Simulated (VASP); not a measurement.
# TiB2 (P6/mmm) in VASP: electric field gradients with PBE

Aim: the electric field gradients of TiB2 with PBE.

All numbers are computed with VASP 6.6.1; they aren't measurements. Logs are shortened: lines on timing, memory, paths and dates and some standing lists are left out, and cuts for length are marked.

## Step 1: Starting point

Symmetry: P6/mmm, No. 191, hexagonal system. The conventional cell has a = 3.033 Å, b = 3.033 Å, c = 3.224 Å, α = 90.00°, β = 90.00°, γ = 120.00°. Ti (site symmetry 6/mmm) is surrounded by 12 B at 2.38 Å. B (site symmetry -6m2) has 3 B at 1.75 Å as nearest neighbours.

## Step 2: Electric field gradients, PBE

Input file INCAR:

```
SYSTEM = TiB2
  PREC = Accurate
  ENCUT = 520
  EDIFF = 1E-8
  ISMEAR = -1
  SIGMA = 0.15
  LREAL = .FALSE.
  LASPH = .TRUE.
  NELM = 100
  ALGO = Normal
  ISIF = 2
  LWAVE = .FALSE.
  LCHARG = .FALSE.
  GGA = PE
  LEFG = .TRUE.
  NBANDS = 16
```

Input file KPOINTS:

```
Automatic mesh
0
G
  15 15 14
  0 0 0
```

Input file POSCAR:

```
TiB2
1.0
    3.0328280842      0.0000000000      0.0000000000
   -1.5164140421      2.6265061662      0.0000000000
    0.0000000000      0.0000000000      3.2239016474
Ti B
1 2
Direct
    0.0000000000      0.0000000000      0.0000000000
    0.3333333333      0.6666666667      0.5000000000
    0.6666666667      0.3333333333      0.5000000000
```

Potentials or basis: VASP PAW PBE potentials, release 64 (Ti_sv, B).

Started as:

```sh
cat potpaw_PBE.64/Ti_sv/POTCAR potpaw_PBE.64/B/POTCAR > POTCAR
mpirun -np 1 vasp_std > vasp.out
```

OUTCAR:

```text
SYSTEM = TiB2
   PREC = Accurate
   ENCUT = 520
   EDIFF = 1E-8
   ISMEAR = -1
   LREAL = .FALSE.
   LASPH = .TRUE.
   NELM = 100
   ISIF = 2
   GGA = PE

 ion  position               nearest neighbor table
   1  0.000  0.000  0.000-   2 2.38   3 2.38   2 2.38   3 2.38   2 2.38   2 2.38   3 2.38   3 2.38
                             3 2.38   3 2.38   2 2.38   2 2.38
   2  0.333  0.667  0.500-   3 1.75   3 1.75   3 1.75   1 2.38   1 2.38   1 2.38   1 2.38   1 2.38
                             1 2.38
   3  0.667  0.333  0.500-   2 1.75   2 1.75   2 1.75   1 2.38   1 2.38   1 2.38   1 2.38   1 2.38
                             1 2.38

  LATTYP: Found a hexagonal cell.
 ALAT       =     3.0328280842
 C/A-ratio  =     1.0630017785

  Lattice vectors:

 A1 = (   3.0328280842,   0.0000000000,   0.0000000000)
 A2 = (  -1.5164140421,   2.6265061662,   0.0000000000)
 A3 = (   0.0000000000,   0.0000000000,   3.2239016474)

Analysis of symmetry for initial positions (statically):
=====================================================================
 Subroutine PRICEL returns:
 Original cell was already a primitive cell.

 Routine SETGRP: Setting up the symmetry group for a
 hexagonal supercell.

 Subroutine GETGRP returns: Found 24 space group operations
 (whereof 24 operations were pure point group operations)
 out of a pool of 24 trial point group operations.

The static configuration has the point symmetry D_6h.

Analysis of symmetry for dynamics (positions and initial velocities):
=====================================================================
 Subroutine PRICEL returns:
 Original cell was already a primitive cell.

 Routine SETGRP: Setting up the symmetry group for a
 hexagonal supercell.

 Subroutine GETGRP returns: Found 24 space group operations
 (whereof 24 operations were pure point group operations)
 out of a pool of 24 trial point group operations.

The dynamic configuration has the point symmetry D_6h.

 Subroutine INISYM returns: Found 24 space group operations
 (whereof 24 operations are pure point group operations),
 and found     1 'primitive' translations

----------------------------------------------------------------------------------------

                                     Primitive cell

  volume of cell :      25.6808

  direct lattice vectors                    reciprocal lattice vectors
     3.032828084  0.000000000  0.000000000     0.329725251  0.190366962  0.000000000
    -1.516414042  2.626506166  0.000000000     0.000000000  0.380733924  0.000000000
     0.000000000  0.000000000  3.223901647     0.000000000  0.000000000  0.310183160

  length of vectors
     3.032828084  3.032828084  3.223901647     0.380733924  0.380733924  0.310183160

  position of ions in fractional coordinates (direct lattice)
     0.000000000  0.000000000  0.000000000
     0.333333333  0.666666667  0.500000000
     0.666666667  0.333333333  0.500000000

  ion indices of the primitive-cell ions
   primitive index   ion index
                 1           1
                 2           2
                 3           3

----------------------------------------------------------------------------------------

 KPOINTS: Automatic mesh

Automatic generation of k-mesh.
 Grid dimensions read from file:
 generate k-points for:   15   15   14

 Generating k-lattice:

  Cartesian coordinates                     Fractional coordinates (reciprocal lattice)
     0.021981683  0.012691131  0.000000000     0.066666667  0.000000000  0.000000000
     0.000000000  0.025382262  0.000000000     0.000000000  0.066666667  0.000000000
     0.000000000  0.000000000  0.022155940     0.000000000  0.000000000  0.071428571

  Length of vectors
     0.025382262  0.025382262  0.022155940

  Shift w.r.t. Gamma in fractional coordinates (k-lattice)
     0.000000000  0.000000000  0.000000000

 Subroutine IBZKPT returns following result:
 ===========================================

 Found    216 irreducible k-points:

 Following reciprocal coordinates:
            Coordinates               Weight
  0.000000  0.000000  0.000000      1.000000
  0.066667  0.000000  0.000000      6.000000
  0.133333  0.000000  0.000000      6.000000
  0.200000  0.000000  0.000000      6.000000
  0.266667  0.000000  0.000000      6.000000
  0.333333  0.000000  0.000000      6.000000
[... 16 lines left out ...]
  0.333333  0.200000  0.000000     12.000000
  0.400000  0.200000  0.000000      6.000000
 [... further k-points ...]
   k-points           NKPTS =    216   k-points in BZ     NKDIM =    216   number of bands    NBANDS=     16
   number of dos      NEDOS =    301   number of ions     NIONS =      3
   total plane-waves  NPLWV =  13824
   dimension x,y,z NGX =    24 NGY =   24 NGZ =   24
   dimension x,y,z NGXF=    48 NGYF=   48 NGZF=   48
   ions per type =               1   2
   NGX,Y,Z   is equivalent  to a cutoff of  13.16, 13.16, 12.38 a.u.
   NGXF,Y,Z  is equivalent  to a cutoff of  26.31, 26.31, 24.75 a.u.
 SYSTEM =  TiB2
   PREC   = accura    normal or accurate (medium, high low for compatibility)
   ISTART =      0    job   : 0-new  1-cont  2-samecut
   ICHARG =      2    charge: 1-file 2-atom 10-const
   ISPIN  =      1    spin polarized calculation?
   LNONCOLLINEAR =      F non collinear calculations
   LSORBIT =      F    spin-orbit coupling
   LASPH  =      T    aspherical Exc in radial PAW
   ENCUT  =  520.0 eV  38.22 Ry    6.18 a.u.   5.64  5.64  5.99*2*pi/ulx,y,z
   NELM   =    100;   NELMIN=  2; NELMDL= -5     # of ELM steps
   EDIFF  = 0.1E-07   stopping-criterion for ELM
   LREAL  =      F    real-space projection
   EDIFFG = 0.1E-06   stopping-criterion for IOM
   NSW    =      0    number of steps for IOM
   IBRION =     -1    ionic relax: 0-MD 1-quasi-New 2-CG
   NFREE  =      0    steps in history (QN), initial steepest desc. (CG)
   ISIF   =      2    stress and relaxation
   ISYM   =      2    0-nonsym 1-usesym 2-fastsym
   POTIM  = 0.5000    time-step for ionic-motion
   TEBEG  =    0.0;   TEEND  =   0.0 temperature during run
   PSTRESS=    0.0 pullay stress
   NELECT =      18.0000    total number of electrons
   NUPDOWN=      -1.0000    fix difference up-down
   EMIN   =  10.00;   EMAX   =-10.00  energy-range for DOS
   EFERMI =   0.00;   METHOD = LEGACY
   ISMEAR =    -1;   SIGMA  =   0.15  broadening in eV -4-tet -1-fermi 0-gaus
   EFERMI_NEDOS =   21; number of points for ismear=-14 and -15
   IALGO  =     38    algorithm
   IMIX   =      4    mixing-type and parameters
     AMIX     =   0.40;   BMIX     =  1.00
     AMIX_MAG =   1.60;   BMIX_MAG =  1.00
  volume/ion in A,a.u.               =       8.56        57.77
  Fermi-wavevector in a.u.,A,eV,Ry     =   1.454219  2.748074 28.772940  2.114751
  Thomas-Fermi vector in A             =   2.571395
   LORBIT       =      0    0 simple, 1 ext, 2 COOP (PROOUT), +10 PAW based schemes
   GGA     = PE    functional components
   LHFCALC =     F    Hartree Fock is set to
   AEXX    =    0.0000 exact exchange contribution
   IVDW    =     0    specifies the selected vdW correction
   LEPSILON=     F    determine dielectric tensor
   LRPA    =     F    only Hartree local field effects (RPA)
 non-spin polarized calculation
  energy-cutoff  :      520.00
  volume of cell :       25.68
 maximum number of plane-waves:       719
 NGX is ok and might be reduce to    24
   NGX = 11   NGY = 11   NGZ = 11

 number of electron      18.0000001 magnetization

 Free energy of the ion-electron system (eV)
  ---------------------------------------------------
  ext. energy  EPLUGINS =         0.00000000
  ---------------------------------------------------
  free energy    TOTEN  =       -24.44377040 eV

  energy without entropy =      -24.41283160  energy(sigma->0) =      -24.42830100

 E-fermi :   9.9827     XC(G=0): -12.7642

 val. band max:        9.9752337850   @ k =   0.2667   0.2000   0.0000
 cond. band min:      10.0186561598   @ k =   0.2000   0.2000   0.1429
 fundamental gap:      0.0434223748
 Fermi energy:         9.9826718931

 k-point     1 :       0.0000    0.0000    0.0000
  band No.  band energies     occupation
      1     -46.9637      2.00000
      2     -23.3137      2.00000
      3     -23.0035      2.00000
      4     -23.0035      2.00000
      5      -3.5101      2.00000
      6       7.3734      2.00000
[... 8 lines left out ...]
     15      15.7317      0.00000
     16      16.8579      0.00000

 k-point     2 :       0.0667    0.0000    0.0000
  band No.  band energies     occupation
      1     -46.9614      2.00000
      2     -23.3107      2.00000
      3     -23.0213      2.00000
      4     -23.0075      2.00000
      5      -3.4245      2.00000
      6       7.1239      2.00000
[... 8 lines left out ...]
     15      16.2771      0.00000
     16      17.1280      0.00000

 k-point     3 :       0.1333    0.0000    0.0000
  band No.  band energies     occupation
      1     -46.9548      2.00000
      2     -23.3024      2.00000
      3     -23.0713      2.00000
      4     -23.0189      2.00000
      5      -3.1710      2.00000
      6       6.4489      2.00000
[... 8 lines left out ...]
     15      17.4559      0.00000
     16      17.9473      0.00000

 k-point     4 :       0.2000    0.0000    0.0000
  band No.  band energies     occupation
      1     -46.9452      2.00000
      2     -23.2902      2.00000
      3     -23.1444      2.00000
      4     -23.0356      2.00000
      5      -2.7585      2.00000
      6       5.5112      2.00000
[... 8 lines left out ...]
     15      17.8196      0.00000
     16      18.9227      0.00000
[... 324 lines left out ...]
 k-point    22 :       0.2667    0.2000    0.0000
  band No.  band energies     occupation
      1     -46.9130      2.00000
      2     -23.3247      2.00000
      3     -23.2493      2.00000
      4     -23.1494      2.00000
      5      -0.6218      2.00000
      6       3.0184      2.00000
[... 8 lines left out ...]
     15      18.5808      0.00000
     16      19.8138      0.00000

 k-point    23 :       0.3333    0.2000    0.0000
  band No.  band energies     occupation
      1     -46.9077      2.00000
      2     -23.3476      2.00000
      3     -23.2425      2.00000
      4     -23.1746      2.00000
      5       0.2146      2.00000
      6       2.0949      2.00000
[... 8 lines left out ...]
     15      18.7046      0.00000
     16      19.8717      0.00000

 k-point    24 :       0.4000    0.2000    0.0000
  band No.  band energies     occupation
      1     -46.9058      2.00000
      2     -23.3553      2.00000
      3     -23.2401      2.00000
      4     -23.1839      2.00000
      5       1.0744      2.00000
      6       1.1939      2.00000
[... 8 lines left out ...]
     15      18.7731      0.00000
     16      19.8862      0.00000

 [... further k-points ...]
[... 5 lines left out ...]
  --------------------------------------------------------------------------------------
  -------------------------------------------------------------------------------------
  Total        0.0257651      0.0257651      0.0304775      0.0000000     -0.0000000      0.0000000
  in kB        1.6074394      1.6074394      1.9014388      0.0000000     -0.0000000      0.0000000
  external PRESSURE =       1.7054392 kB  Pullay stress =       0.0000000 kB

 VOLUME and BASIS-vectors are now :
 -----------------------------------------------------------------------------
  energy-cutoff  :      520.00
  volume of cell :       25.68
      direct lattice vectors                 reciprocal lattice vectors
     3.032828084  0.000000000  0.000000000     0.329725251  0.190366962  0.000000000
    -1.516414042  2.626506166  0.000000000     0.000000000  0.380733924  0.000000000
     0.000000000  0.000000000  3.223901647     0.000000000  0.000000000  0.310183160

 POSITION                                       TOTAL-FORCE (eV/Angst)
 -----------------------------------------------------------------------------------
      0.00000      0.00000      0.00000         0.000000      0.000000     -0.000000
     -0.00000      1.75100      1.61195        -0.000000      0.000000     -0.000000
      1.51641      0.87550      1.61195         0.000000      0.000000      0.000000
 -----------------------------------------------------------------------------------
    total drift:                               -0.000000      0.000000      0.000000

  FREE ENERGIE OF THE ION-ELECTRON SYSTEM (eV)
  ---------------------------------------------------
  free  energy   TOTEN  =       -24.4437703957 eV

  energy  without entropy=      -24.4128315955  energy(sigma->0) =      -24.42830100

 Electric field gradients (V/A^2)
---------------------------------------------------------------------
 ion       V_xx      V_yy      V_zz      V_xy      V_xz      V_yz
---------------------------------------------------------------------
   1      -8.743    -8.744    17.487    -0.001    -0.000     0.000
   2      -2.270    -2.270     4.541     0.000     0.000    -0.000
   3      -2.270    -2.270     4.541     0.000     0.000     0.000
---------------------------------------------------------------------

 Electric field gradients after diagonalization (V/A^2)
 (convention: |V_zz| > |V_xx| > |V_yy|)
----------------------------------------------------------------------
 ion       V_xx      V_yy      V_zz     asymmetry (V_yy - V_xx)/ V_zz
----------------------------------------------------------------------
   1      -8.745    -8.742    17.487       0.000
   2      -2.270    -2.270     4.541       0.000
   3      -2.270    -2.270     4.541       0.000
----------------------------------------------------------------------

           NMR quadrupolar parameters

 Cq : quadrupolar parameter    Cq=e*Q*V_zz/h
 eta: asymmetry parameters     (V_yy - V_xx)/ V_zz
 Q  : nuclear electric quadrupole moment in mb (millibarn)
----------------------------------------------------------------------
 ion       Cq(MHz)       eta       Q (mb)
----------------------------------------------------------------------
   1       0.042       0.000       1.000
   2       0.011       0.000       1.000
   3       0.011       0.000       1.000
----------------------------------------------------------------------
```

Wall time 94 s (1 thread of Intel Xeon Platinum 8259CL at 2.50GHz (Skylake/Cascade Lake), shared host); peak memory 0.21 GiB.

Results:

```
Free energy            : -24.4438 eV
Pressure               : 0.2 GPa
Band gap on the k mesh : none (metal or under the smearing width)
```

Electric field gradients, principal values (V/Å²):
```csv
atom,Vxx,Vyy,Vzz
1 Ti,-8.742,-8.745,17.487
2 B,-2.270,-2.270,4.541
3 B,-2.270,-2.270,4.541
```
